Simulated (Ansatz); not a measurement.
An Ansatz run on a 2-atom cell of SrO started from a crystallographic database left the output below. The cell was relaxed with r2SCAN and then strained (epitaxial -3.57 % in the xy plane, free normal strain +2.07 %), with the atoms relaxed again with r2SCAN; k points keep the names of the unstrained zone.

The cell given to it:
```
CELL_PARAMETERS angstrom
0.00000 2.48779 2.63329
2.48779 0.00000 2.63329
2.48779 2.48779 0.00000
ATOMIC_POSITIONS crystal
Sr 0.50000 0.50000 0.50000
O 0.00000 0.00000 0.00000
```

Abridged output:
```
scf.n_extra_bands = 4 over 8 filled bands (N_el = 16.0): the run solves 12 bands
Functional definition: HSE06
Crystal: 2 atoms, lattice volume = 32.595 Å³
Basis set: ecut = 420 eV, 625 PW (Γ)
Bands: 12, of which v1, the nominal top of the filled ones, is band 8 counted from 1 (7 counted from 0)
Symmetry: 16 space group operations
Space group: I4/mmm (ITA 139)
k-points: 30 of 216
Exchange kernel: α = 0.2500, screened, ω = 0.2079 Å⁻¹, Wigner–Seitz truncation, v(0) = 1045.6489 eV·Å³, q-mesh 6×6×6
preconditioner: auto → none  [insulator: Δε(μ)=4.827 eV  ℏωp=24.3 eV]
hybrid outer 1: dexx = +5.495e-3 eV, tail = 8.73e-6 eV
hybrid outer 2: dexx = +8.074e-8 eV, tail = 1.40e-8 eV, Δε = 1.46e-3 eV
hybrid SCF converged: 2 outer / 10 inner (+2 warm-up)
Free energy (F): -4116.917188 eV
Fermi energy:    7.381820 eV
--- Per-component energies (eV) ---
  E_band       = -77.218775
  E_kinetic    = 426.076984
  E_local      = -846.168557
  E_nonlocal   = 248.836782
  E_hartree    = 229.732928
  E_xc         = -199.895822
  E_vxc        = -207.076419
  E_exx        = -43.120623
  E_paw        = -2862.027950
  E_vpaw       = -72.114561
  E_ewald      = -1069.954648
  E_core_change = -0.398675
--- Forces (eV/Å), atoms counted from 1 ---
  atom   1  Sr      0.00000      0.00000      0.00000
  atom   2  O       0.00000      0.00000      0.00000
--- Stress (GPa, compression-positive) ---
        8.629795       0.000000       0.000000
        0.000000       8.629795       0.000000
        0.000000       0.000000       0.028784
  P = ⅓ Tr σ = 5.7628 GPa (57.628 kbar)
--- Band table (eV; the first three rows and the last of 30) ---
  k-point 0: bands = […, -7.0335, -7.0106, -7.0106, 7.2196, 7.3818, 7.3818, 13.0568, 15.0661, 15.5425, 15.5425]
  k-point 1: bands = […, -7.0685, -7.0159, -6.6533, 6.5862, 6.9371, 6.9952, 14.2391, 15.1139, 15.8614, 16.0948]
  k-point 2: bands = […, -7.1449, -7.0258, -6.1528, 5.4720, 6.3224, 6.3346, 15.3563, 16.4739, 17.3776, 17.4810]
  k-point 29: bands = […, -8.1935, -7.3901, -7.3901, 6.7529, 7.3370, 7.3370, 12.2570, 17.3214, 19.7225, 19.7926]
```

Levels at the listed points, from bands.tsv (eV from the Fermi energy, bands near the gap, counted from 0):
```tsv
# k_distance	band_3	band_4	band_5	band_6	band_7	band_8	band_9	band_10	band_11
# fermi_ev = 7.381820
# [0, 0, 0] at k_distance = 0.000000
# [0.5, 0, 0.5] at k_distance = 1.262804
# [0.625, 0.25, 0.625] at k_distance = 1.697114
# [0.375, 0.375, 0.75] at k_distance = 2.463465
# [0.5, 0.5, 0.5] at k_distance = 3.208558
# [0.5, 0.25, 0.75] at k_distance = 4.077177
# [0, 0.5, 0.5] at k_distance = 5.489036
# levels_relative_to = fermi_ev
0.000	-14.392	-14.392	-0.162	0.000	0.000	5.675	7.684	8.161	8.161
1.263	-14.959	-14.824	-0.286	-0.250	-0.012	4.670	9.851	12.429	12.472
1.697	-14.758	-14.289	-1.037	-0.659	-0.340	6.293	9.775	10.908	12.344
2.463	-14.638	-14.063	-1.062	-0.700	-0.685	6.591	9.907	10.840	12.480
3.209	-14.412	-13.338	-2.381	-1.359	-1.312	8.429	10.239	10.976	11.046
4.077	-15.191	-13.820	-1.376	-0.659	-0.351	7.835	8.002	10.630	13.254
5.489	-14.959	-14.824	-0.286	-0.250	-0.012	4.670	9.851	12.429	12.472
```
In order the rows are Γ, X, U, K, L, W, X.

Task: Reconstruct the input.

Result:
```yaml
crystal:
  # lattice and atoms as above
kpoints:
  mp_grid: { grid: [6, 6, 6] }
  band_path:
    path:
      - [0.0, 0.0, 0.0]
      - [0.5, 0.0, 0.5]
      - [0.625, 0.25, 0.625]
      - [0.375, 0.375, 0.75]
      - [0.5, 0.5, 0.5]
      - [0.5, 0.25, 0.75]
      - [0.0, 0.5, 0.5]
    npoints: 1
hamiltonian:
  xc: hse06
scf:
  occupations: { method: fixed }
  n_extra_bands: 4
output:
  forces: true
  stress: true
  eigenvalues: true
```
The exchange loop and the term E_exx show exact exchange. A single point prints forces and stress when the output block asks for them. Keys that only write grids to files are left aside. This is the file that was run; thresholds and some counts can't be read off the log exactly.

Run as `ansatz run input.yaml --threads 4 --pin off --max-ram 5529MiB --backend cpu --events-out ev --progress --plain --runs-dir out`. Wall time 14 s on 4 threads of Arm Neoverse V1, with other jobs on the host, load about 0.6 per core; peak host memory 0.84 GiB.

(Simulation; spin polarisation is off.)

The stress of a hybrid is loosely converged in these runs.

The meshes of the hybrids are coarse, so their gaps aren't converged to the digits shown.
